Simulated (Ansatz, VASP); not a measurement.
# Al2O3 in two plane-wave programs, part 2 of 3

Wanted: the spread between two codes on one cell, functional and k mesh. Of the first pair: The cell is taken from a series of runs on this material, whose earlier steps may have relaxed, scaled, displaced or heated it; both programs get it as it stands.

VASP 6.6.1 and Ansatz 0.2.0.

So far: Set-up; Ansatz: relaxation of cell and atoms, PBEsol.

### 3. VASP: relaxation of cell and atoms, PBEsol

Level of this step: PBEsol; plane waves and PAW (Al, O) (VASP).

The same cell, functional, mesh and smearing now go to VASP, with its own data sets.

Lines of VASP's logs that name or quote its potential files are left out, and so is its time.

Input file INCAR:

```
SYSTEM = Al2O3
PREC = Accurate
ENCUT = 600
EDIFF = 1E-07
NELM = 120
ISMEAR = -1
SIGMA = 0.02
LREAL = .FALSE.
ALGO = Normal
GGA = PS
NBANDS = 34
LORBIT = 11
LWAVE = .FALSE.
LCHARG = .FALSE.
ISIF = 3
IBRION = 2
NSW = 80
EDIFFG = -0.005
LASPH = .TRUE.
GGA_COMPAT = .FALSE.
NELMIN = 4
EFERMI = MIDGAP
KPAR = 2
```

Input file POSCAR:

```
Al2O3
1.0
    2.3865529739      1.3778770019      4.3377665727
   -2.3865529739      1.3778770019      4.3377665727
    0.0000000000     -2.7557540039      4.3377665727
Al O
4 6
Direct
    0.3520247839      0.3520247839      0.3520247839
    0.1479752161      0.1479752161      0.1479752161
    0.6479752161      0.6479752161      0.6479752161
    0.8520247839      0.8520247839      0.8520247839
    0.5558703685      0.9441296315      0.2500000000
    0.2500000000      0.5558703685      0.9441296315
    0.9441296315      0.2500000000      0.5558703685
    0.4441296315      0.0558703685      0.7500000000
    0.7500000000      0.4441296315      0.0558703685
    0.0558703685      0.7500000000      0.4441296315
```

Input file KPOINTS:

```
Automatic mesh
0
Gamma
7 7 7
0 0 0
```

PAW data sets: Al and O (PBE family, release 64).

On the command line:

```sh
> mpirun -np 2 vasp_std
```

Numbers of over 12 decimals in the logs are rounded to 6 here.

The log of the run:

```text
[banner, memory and clock lines left out]
running    2 mpi-ranks, on    1 nodes
 distrk:  each k-point on    1 cores,    2 groups
 distr:  one band on    1 cores,    1 groups

 POSCAR found type information on POSCAR AlO
 POSCAR found :  2 types and      10 ions
|                                                                             |
|               ----> ADVICE to this user running VASP <----                  |
|                                                                             |
|     You enforced a specific xc type in the INCAR file but a different       |
|     [... a line on the potential file left out ...]
|     I HOPE YOU KNOW WHAT YOU ARE DOING!                                     |
|                                                                             |

 LDA part: xc-table for (Slater+PW92), standard interpolation
 POSCAR, INCAR and KPOINTS ok, starting setup
 FFT: planning ... GRIDC
 FFT: planning ... GRID_SOFT
 FFT: planning ... GRID
 WAVECAR not read
 entering main loop
       N       E                     dE             d eps       ncg     rms          rms(c)
DAV:   1     0.247063297719E+03    0.24706E+03   -0.27624E+04  2992   0.151E+03
DAV:   2    -0.718915639800E+02   -0.31895E+03   -0.30710E+03  3820   0.306E+02
DAV:   3    -0.858013356436E+02   -0.13910E+02   -0.13863E+02  3856   0.654E+01
DAV:   4    -0.859136588388E+02   -0.11232E+00   -0.11226E+00  3680   0.671E+00
DAV:   5    -0.859150059968E+02   -0.13472E-02   -0.13469E-02  3796   0.741E-01    0.165E+01
DAV:   6    -0.787567676653E+02    0.71582E+01   -0.25949E+01  3608   0.271E+01    0.600E+00
DAV:   7    -0.787131180507E+02    0.43650E-01   -0.70244E-01  3598   0.425E+00    0.322E+00
DAV:   8    -0.786826482589E+02    0.30470E-01   -0.72615E-02  3740   0.215E+00    0.620E-01
DAV:   9    -0.786820665668E+02    0.58169E-03   -0.15518E-02  3830   0.657E-01    0.321E-01
DAV:  10    -0.786823597481E+02   -0.29318E-03   -0.47013E-04  3460   0.135E-01    0.658E-02
DAV:  11    -0.786823276346E+02    0.32114E-04   -0.25027E-04  3724   0.895E-02    0.252E-02
DAV:  12    -0.786823288643E+02   -0.12297E-05   -0.12346E-05  3638   0.217E-02    0.609E-03
DAV:  13    -0.786823280897E+02    0.77461E-06   -0.34464E-06  3686   0.103E-02    0.111E-03
DAV:  14    -0.786823279796E+02    0.11003E-06   -0.91375E-08  2294   0.197E-03    0.481E-04
DAV:  15    -0.786823280243E+02   -0.44693E-07   -0.73954E-09  1884   0.610E-04
   1 F= -.78682328E+02 E0= -.78682328E+02  d E =-.786823E+02
[...]
2 F= -.78682349E+02 E0= -.78682349E+02  d E =-.210157E-04
[...]
3 F= -.78682360E+02 E0= -.78682360E+02  d E =-.315149E-04
 curvature:  -0.31 expect dE=-0.379E-05 dE for cont linesearch -0.114E-07
 trial: gam= 0.14478 g(F)=  0.576E-05 g(S)=  0.640E-05 ort =-0.188E-05 (trialstep = 0.928E+00)
 search vector abs. value=  0.137E-04
 bond charge predicted
       N       E                     dE             d eps       ncg     rms          rms(c)
DAV:   1    -0.786823706331E+02   -0.11000E-04   -0.55961E-04  3142   0.152E-01    0.134E-02
DAV:   2    -0.786823679895E+02    0.26436E-05   -0.91371E-06  3836   0.183E-02    0.619E-03
DAV:   3    -0.786823672412E+02    0.74834E-06   -0.89460E-07  3714   0.600E-03    0.224E-03
DAV:   4    -0.786823671056E+02    0.13562E-06   -0.20990E-07  2374   0.314E-03    0.306E-04
DAV:   5    -0.786823670930E+02    0.12607E-07   -0.26505E-08  1710   0.106E-03
   4 F= -.78682367E+02 E0= -.78682367E+02  d E =-.755377E-05
 trial-energy change:   -0.000008  1 .order   -0.000007   -0.000011   -0.000004
 step:   1.4016(harm=  1.4016)  dis= 0.00043  next Energy=   -78.682368 (dE=-0.833E-05)
 reached required accuracy - stopping structural energy minimisation
```

From OUTCAR (step 3):

```text
ion  position               nearest neighbor table
   1  0.352  0.352  0.352-  10 1.86   9 1.86   8 1.86   5 1.97   7 1.97   6 1.97   2 2.66   3 2.80
                             3 2.80   3 2.80   2 3.23   2 3.23   2 3.23
   2  0.148  0.148  0.148-   9 1.86  10 1.86   8 1.86   5 1.97   6 1.97   7 1.97   1 2.66   4 2.80
                             4 2.80   4 2.80   1 3.23   1 3.23   1 3.23
   3  0.648  0.648  0.648-   7 1.86   6 1.86   5 1.86   8 1.97  10 1.97   9 1.97   4 2.66   1 2.80
                             1 2.80   1 2.80   4 3.23   4 3.23   4 3.23
   4  0.852  0.852  0.852-   6 1.86   7 1.86   5 1.86   8 1.97   9 1.97  10 1.97   3 2.66   2 2.80
                             2 2.80   2 2.80   3 3.23   3 3.23   3 3.23
   5  0.556  0.944  0.250-   3 1.86   4 1.86   1 1.97   2 1.97
   6  0.250  0.556  0.944-   4 1.86   3 1.86   2 1.97   1 1.97
   7  0.944  0.250  0.556-   3 1.86   4 1.86   1 1.97   2 1.97
   8  0.444  0.056  0.750-   1 1.86   2 1.86   3 1.97   4 1.97
   9  0.750  0.444  0.056-   2 1.86   1 1.86   4 1.97   3 1.97
  10  0.056  0.750  0.444-   1 1.86   2 1.86   3 1.97   4 1.97

  LATTYP: Found a trigonal (rhomboedric) cell.
 ALAT       =     5.1391048801
 COS(alpha) =     0.5686823888

 Subroutine GETGRP returns: Found 12 space group operations
 (whereof  6 operations were pure point group operations)

The static configuration has the point symmetry S_6 .
 The point group associated with its full space group is D_3d.

 Found     44 irreducible k-points:

   k-points           NKPTS =     44   k-points in BZ     NKDIM =     44   number of bands    NBANDS=     34

   dimension x,y,z NGX =    42 NGY =   42 NGZ =   42
   dimension x,y,z NGXF=    84 NGYF=   84 NGZF=   84

   ENCUT  =  600.0 eV  44.10 Ry    6.64 a.u.  10.26 10.26 10.26*2*pi/ulx,y,z

   NELECT =      48.0000    total number of electrons

 k-points in reciprocal lattice and weights: Automatic mesh
   0.00000000  0.00000000  0.00000000       0.003
   0.14285714  0.00000000  0.00000000       0.017
   0.28571429 -0.00000000  0.00000000       0.017
   0.42857143  0.00000000  0.00000000       0.017
   0.14285714  0.14285714  0.00000000       0.017
   0.28571429  0.14285714  0.00000000       0.035
   0.42857143  0.14285714  0.00000000       0.035
  -0.42857143  0.14285714 -0.00000000       0.035
  -0.28571429  0.14285714  0.00000000       0.035
[...]
0.42857143  0.42857143  0.42857143       0.006
  -0.42857143  0.42857143  0.42857143       0.017

 average (electrostatic) potential at core
       1 -71.2051       2 -71.2051       3 -71.2051       4 -71.2051       5 -67.0913
       6 -67.0913       7 -67.0913       8 -67.0913       9 -67.0913      10 -67.0913

 E-fermi :   8.9859

 k-point     1 :       0.0000    0.0000    0.0000
  band No.  band energies     occupation
    ...
     20       5.4612      2.00000
     21       5.4612      2.00000
     22       5.9201      2.00000
     23       5.9201      2.00000
     24       5.9598      2.00000
     25      12.0121      0.00000
     26      14.8741      0.00000
     27      16.5663      0.00000
     28      17.3134      0.00000
     29      17.3134      0.00000
    ...

 k-point     2 :       0.1429    0.0000    0.0000
  band No.  band energies     occupation
    ...
     20       5.2074      2.00000
     21       5.3004      2.00000
     22       5.6545      2.00000
     23       5.8947      2.00000
     24       5.9237      2.00000
     25      12.4930      0.00000
     26      15.2590      0.00000
     27      16.2024      0.00000
     28      17.0490      0.00000
     29      17.1084      0.00000
    ...

 k-point     3 :       0.2857   -0.0000    0.0000
  band No.  band energies     occupation
    ...
     20       4.6013      2.00000
     21       5.1587      2.00000
     22       5.4734      2.00000
     23       5.7756      2.00000
     24       5.8189      2.00000
     25      13.5632      0.00000
     26      15.7431      0.00000
     27      16.0209      0.00000
     28      16.3891      0.00000
     29      16.6237      0.00000
    ...

  Total        0.0103092      0.0103092     -0.0004779      0.0000000      0.0000000      0.0000000
  in kB        0.1931036      0.1931036     -0.0089509      0.0000000      0.0000000      0.0000000
  external PRESSURE =       0.1257521 kB  Pullay stress =       0.0000000 kB

  energy-cutoff  :      600.00
  volume of cell :       85.54
      direct lattice vectors                 reciprocal lattice vectors
     2.386281184  1.377720084  4.336211630     0.209531049  0.120972808  0.076872017
    -2.386281184  1.377720084  4.336211630    -0.209531049  0.120972808  0.076872017
    -0.000000000 -2.755440168  4.336211630     0.000000000 -0.241945615  0.076872017

 POSITION                                       TOTAL-FORCE (eV/Angst)
 -----------------------------------------------------------------------------------
     -0.00000     -0.00000      4.57991        -0.000000     -0.000000      0.001711
     -0.00000     -0.00000      1.92441        -0.000000      0.000000     -0.001711
     -0.00000     -0.00000      8.42872        -0.000000      0.000000     -0.001711
     -0.00000     -0.00000     11.08423        -0.000000     -0.000000      0.001711
     -0.92676      1.37772      7.58837        -0.000335     -0.000000      0.000000
     -0.72976     -1.49146      7.58837         0.000167     -0.000290     -0.000000
      1.65652      0.11374      7.58837         0.000167      0.000290      0.000000
      0.92676     -1.37772      5.42026         0.000335     -0.000000      0.000000
      0.72976      1.49146      5.42026        -0.000167      0.000290      0.000000
     -1.65652     -0.11374      5.42026        -0.000167     -0.000290     -0.000000
 -----------------------------------------------------------------------------------
    total drift:                                0.000000     -0.000000     -0.000000

  FREE ENERGIE OF THE ION-ELECTRON SYSTEM (eV)
  ---------------------------------------------------
  free  energy   TOTEN  =       -78.6823670930 eV

  energy  without entropy=      -78.6823670930  energy(sigma->0) =      -78.68236709

 reached required accuracy - stopping structural energy minimisation

 total charge
# of ion       s       p       d       tot
------------------------------------------
    1        0.312   0.402   0.000   0.715
    2        0.312   0.402   0.000   0.715
    3        0.312   0.402   0.000   0.715
    4        0.312   0.402   0.000   0.715
    5        1.539   3.624   0.000   5.163
    6        1.539   3.624   0.000   5.163
    7        1.539   3.624   0.000   5.163
    8        1.539   3.624   0.000   5.163
    9        1.539   3.624   0.000   5.163
   10        1.539   3.624   0.000   5.163
--------------------------------------------------
tot         10.482  23.355   0.000  33.837

[... 3 further parts left out ...]
```

CONTCAR:

```
Al2O3
   1.00000000000000
     2.3862811837849121    1.3777200838039008    4.3362116300794060
    -2.3862811837849121    1.3777200838039008    4.3362116300794060
    -0.0000000000000000   -2.7554401677077540    4.3362116300793945
  Al              O
     4     6
Direct
     0.3520670668739775    0.3520670668739775    0.3520670668739775
     0.1479329331260225    0.1479329331260225    0.1479329331260225
     0.6479329331260224    0.6479329331260224    0.6479329331260224
     0.8520670668739776    0.8520670668739776    0.8520670668739776
     0.5558148573211886    0.9441851426788114    0.2500000000000000
     0.2500000000000000    0.5558148573211886    0.9441851426788114
     0.9441851426788114    0.2500000000000000    0.5558148573211886
     0.4441851426788115    0.0558148573211885    0.7500000000000000
     0.7500000000000000    0.4441851426788115    0.0558148573211885
     0.0558148573211885    0.7500000000000000    0.4441851426788115
```

### 4. Differences

Known differences besides the potentials themselves: Ansatz makes its cores anew for this functional, VASP keeps those of its PBE data sets; Ansatz adds a Pulay correction to the stress that steers its cell, VASP none. Total energies have different zeros and are not compared.

The two programs side by side:

| quantity | Ansatz | VASP | difference |
| --- | --- | --- | --- |
| volume (Å³) | 85.59 | 85.54 | +0.06 % |
| edge a after relaxation, in the typed setting (Å) | 5.139 | 5.138 | +0.03 % |

### 5. Ansatz: relaxation, PBEsol

This run makes the geometry at which the two programs are then compared.

The structure compared here is the end of the Ansatz relaxation.

Input file input.yaml:

```yaml
crystal:
  lattice:
    - [2.3865529739, 1.3778770019, 4.3377665727]
    - [-2.3865529739, 1.3778770019, 4.3377665727]
    - [0.0, -2.7557540039, 4.3377665727]
  atoms:
    - { symbol: Al, position: [0.3520247839, 0.3520247839, 0.3520247839] }
    - { symbol: Al, position: [0.1479752161, 0.1479752161, 0.1479752161] }
    - { symbol: Al, position: [0.6479752161, 0.6479752161, 0.6479752161] }
    - { symbol: Al, position: [0.8520247839, 0.8520247839, 0.8520247839] }
    - { symbol: O, position: [0.5558703685, 0.9441296315, 0.25] }
    - { symbol: O, position: [0.25, 0.5558703685, 0.9441296315] }
    - { symbol: O, position: [0.9441296315, 0.25, 0.5558703685] }
    - { symbol: O, position: [0.4441296315, 0.0558703685, 0.75] }
    - { symbol: O, position: [0.75, 0.4441296315, 0.0558703685] }
    - { symbol: O, position: [0.0558703685, 0.75, 0.4441296315] }
kpoints:
  mp_grid: { grid: [7, 7, 7] }
scf:
  occupations: { method: fermi_dirac, width: 0.02 }
hamiltonian:
  xc: pbesol
  pseudopotentials: { kind: paw, azcp: { folder: soft_1 }, xc_functional: pbe }
basis:
  ecutwfc: 600
output:
  forces: true
  stress: true
  write_density: true
  write_potential: true
  elf: true
  volumetric_format: npy
relax:
  f_tol: 0.005
  max_steps: 70
  cell: { stress_tol: 0.02, p_target: 5 }
```

On the command line:

```sh
> ansatz run input.yaml --threads 4 --pin off --max-ram 10240MiB --backend cpu --events-out ev --progress --plain --runs-dir out
```

The log of the run:

```text
[...]
Crystal: 10 atoms, lattice volume = 85.585 Å³
Basis set: ecut = 600 eV, 2861 PW (Γ), exchange–correlation on 90×90×90 points (8 copies of the dense FFT grid, shifted against one another)
Bands: 34, of which v1, the nominal top of the filled ones, is band 24 counted from 1 (23 counted from 0)
Symmetry: 12 space group operations
[...]
k-points: 44 of 343
[...]
- { symbol: Al, position: [0.647961, 0.647961, 0.647961] }
    - { symbol: Al, position: [0.852039, 0.852039, 0.852039] }
    - { symbol: O, position: [0.556056, 0.943944, 0.250000] }
    - { symbol: O, position: [0.250000, 0.556056, 0.943944] }
    - { symbol: O, position: [0.943944, 0.25, 0.556056] }
    - { symbol: O, position: [0.443944, 0.056056, 0.750000] }
    - { symbol: O, position: [0.75, 0.443944, 0.056056] }
    - { symbol: O, position: [0.056056, 0.75, 0.443944] }
[key lines of the parts left out:]
SCF converged after 4 iterations
Free energy (F): -5478.891312 eV
Fermi energy:    10.922092 eV
P = ⅓ Tr σ = 4.9894 GPa (49.894 kbar)
```

### 6. VASP: single point, PBEsol, pair 2

The same cell, functional, mesh and smearing now go to VASP, with its own data sets.

Input file INCAR:

```
SYSTEM = Al2O3
PREC = Accurate
ENCUT = 600
EDIFF = 1E-06
NELM = 120
ISMEAR = -1
SIGMA = 0.02
LREAL = .FALSE.
ALGO = Normal
GGA = PS
NBANDS = 34
LORBIT = 11
LWAVE = .FALSE.
LCHARG = .FALSE.
ISIF = 2
LASPH = .TRUE.
GGA_COMPAT = .FALSE.
EFERMI = MIDGAP
KPAR = 2
```

Input file POSCAR:

```
Al2O3
1.0
    2.3715617190      1.3692217968      4.3066129025
   -2.3715617190      1.3692217968      4.3066129025
    0.0000000000     -2.7384435937      4.3066129025
Al O
4 6
Direct
    0.3520385932      0.3520385932      0.3520385932
    0.1479614068      0.1479614068      0.1479614068
    0.6479614068      0.6479614068      0.6479614068
    0.8520385932      0.8520385932      0.8520385932
    0.5560559704      0.9439440296      0.2500000000
    0.2500000000      0.5560559704      0.9439440296
    0.9439440296      0.2500000000      0.5560559704
    0.4439440296      0.0560559704      0.7500000000
    0.7500000000      0.4439440296      0.0560559704
    0.0560559704      0.7500000000      0.4439440296
```

KPOINTS is that of step 3.

On the command line:

```sh
> mpirun -np 2 vasp_std
```

The log of the run:

```text
[banner, memory and clock lines left out]
running    2 mpi-ranks, on    1 nodes
[...]
[... a notice as in an earlier step ...]

 LDA part: xc-table for (Slater+PW92), standard interpolation
 POSCAR, INCAR and KPOINTS ok, starting setup
[...]
entering main loop
       N       E                     dE             d eps       ncg     rms          rms(c)
DAV:   1     0.246930742669E+03    0.24693E+03   -0.27726E+04  2992   0.152E+03
DAV:   2    -0.720077809225E+02   -0.31894E+03   -0.30739E+03  3792   0.307E+02
DAV:   3    -0.858456177519E+02   -0.13838E+02   -0.13787E+02  3822   0.653E+01
DAV:   4    -0.859567408804E+02   -0.11112E+00   -0.11106E+00  3696   0.668E+00
[...]
DAV:  11    -0.786523371405E+02    0.28846E-04   -0.24565E-04  3748   0.889E-02    0.254E-02
DAV:  12    -0.786523383277E+02   -0.11872E-05   -0.10784E-05  3648   0.206E-02    0.584E-03
DAV:  13    -0.786523376185E+02    0.70920E-06   -0.31339E-06  3254   0.991E-03
   1 F= -.78652338E+02 E0= -.78652338E+02  d E =0.000000E+00
```

OUTCAR, selected parts (step 6):

```text
  Total        2.5716933      2.5716933      2.5522122      0.0000000     -0.0000000      0.0000000
  in kB       49.1059849     49.1059849     48.7339972      0.0000000     -0.0000000      0.0000000
  external PRESSURE =      48.9819890 kB  Pullay stress =       0.0000000 kB

 POSITION                                       TOTAL-FORCE (eV/Angst)
 -----------------------------------------------------------------------------------
      0.00000     -0.00000      4.54828         0.000000     -0.000000      0.001212
      0.00000     -0.00000      1.91164         0.000000      0.000000     -0.001212
      0.00000     -0.00000      8.37156         0.000000      0.000000     -0.001212
      0.00000     -0.00000     11.00820         0.000000     -0.000000      0.001212
     -0.91990      1.36922      7.53657        -0.005296      0.000000      0.000000
     -0.72583     -1.48127      7.53657         0.002648     -0.004587     -0.000000
      1.64573      0.11205      7.53657         0.002648      0.004587     -0.000000
      0.91990     -1.36922      5.38327         0.005296      0.000000     -0.000000
      0.72583      1.48127      5.38327        -0.002648      0.004587     -0.000000
     -1.64573     -0.11205      5.38327        -0.002648     -0.004587     -0.000000
 -----------------------------------------------------------------------------------
    total drift:                               -0.000000      0.000000     -0.000000

  FREE ENERGIE OF THE ION-ELECTRON SYSTEM (eV)
  ---------------------------------------------------
  free  energy   TOTEN  =       -78.6523376185 eV

  energy  without entropy=      -78.6523376185  energy(sigma->0) =      -78.65233762

[... 1 part as in an earlier step ...]

[... 2 further parts left out ...]
[key lines of the parts left out:]
E-fermi :   9.3294
```

The run ends at a pressure of 4.90 GPa, with forces up to 0.0053 eV/Å.

### 7. Differences

What differs besides the data sets and the points named for the pairs above, as far as they apply: Ansatz's pressure holds a Pulay correction, VASP's none. Total energies have different zeros and are not compared.

The two programs side by side:

| quantity | Ansatz | VASP | difference |
| --- | --- | --- | --- |
| pressure (GPa) | 4.99 | 4.90 | +0.09 |
| gap on the k mesh (eV) | 6.275 | 6.284 | -0.009 |

At this near-relaxed geometry the largest component of a force difference is 6 meV/Å. A gap on the mesh is an upper bound, since the band edges may lie between its points.

[end of part 2 of 3]

[Lines on the potential files, build, host, timing and source positions are cut from VASP's logs without a mark.]

[Logs are printed without paths, hosts, clocks, repeated set-up lines and the standing remarks that a program may print on its own settings, such as how far it seeks lower states.]

[Hosts, paths, dates, database ids (printed as entryN), source tags and the programs' standing remarks are cut or masked in the printed files.]
